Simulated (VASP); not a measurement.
## CuO: single point with PBE+U

The system is CuO.

```
Cu O
1.0
     2.34200   -1.71150    0.00000
     2.34200    1.71150    0.00000
    -0.85006    0.00000    5.05807
Cu O
2 2
Direct
  0.00000 0.50000 0.00000
  0.50000 0.00000 0.50000
  0.58160 0.41840 0.25000
  0.41840 0.58160 0.75000
```

```json
{
 "Program": "VASP 6.6.1",
 "Task": "single point",
 "Functional": "PBE",
 "Potentials or basis": "VASP PAW PBE potentials, release 64 (Cu, O)",
 "Cutoff": "520 eV",
 "k mesh": "8 × 8 × 5",
 "Occupations": "gaussian, width 0.02 eV",
 "Spin": "no spin polarisation",
 "Hubbard terms": "Cu d U = 2.0 eV"
}
```

```
Pressure               : 4.9 GPa
Largest force          : 0.201 eV/Å
Band gap on the k mesh : none (metal or under the smearing width)
```

Forces on the atoms (eV/Å):
```
Cu   0.000  0.000  0.000
Cu   0.000  0.000  0.000
O    0.000  0.201  0.000
O    0.000 -0.201  0.000
```

Stress tensor (GPa, compression positive):
```
 4.89  0.00 -0.94
 0.00  5.82  0.00
-0.94  0.00  3.92
```

Levels at points of the mesh, in eV from the Fermi level:
| k point | band 13 | band 14 | band 15 | band 16 | band 17 | band 18 | band 19 | band 20 | band 21 | band 22 |
| --- | --- | --- | --- | --- | --- | --- | --- | --- | --- | --- |
| (0.00, 0.00, 0.00) | -2.63 | -2.56 | -2.52 | -2.00 | 0.22 | 0.96 | 1.81 | 6.26 | 8.30 | 13.62 |
| (0.50, 0.00, 0.00) | -2.45 | -1.92 | -1.71 | -1.67 | 0.04 | 0.29 | 5.10 | 6.54 | 7.11 | 11.29 |
| (0.50, 0.50, 0.00) | -2.57 | -2.51 | -1.79 | -1.53 | -0.80 | 1.10 | 3.59 | 7.30 | 8.77 | 10.21 |

Eigenvalues of the final occupation matrices:
```tsv
site	spin	trace	eigenvalues
site 1 d	1	4.61	0.78 0.94 0.96 0.96 0.97
site 1 d	2	4.61	0.78 0.94 0.96 0.96 0.97
site 2 d	1	4.61	0.78 0.94 0.96 0.96 0.97
site 2 d	2	4.61	0.78 0.94 0.96 0.96 0.97
```

Wall time 57 s on 1 thread of Intel(R) Xeon(R) Platinum 8375C CPU @ 2.90GHz (Ice Lake) (shared host), peak memory 0.21 GiB.

Caveat: the run has no spin polarisation, though such a crystal can be magnetic; U without spin polarisation on a metal has little footing.
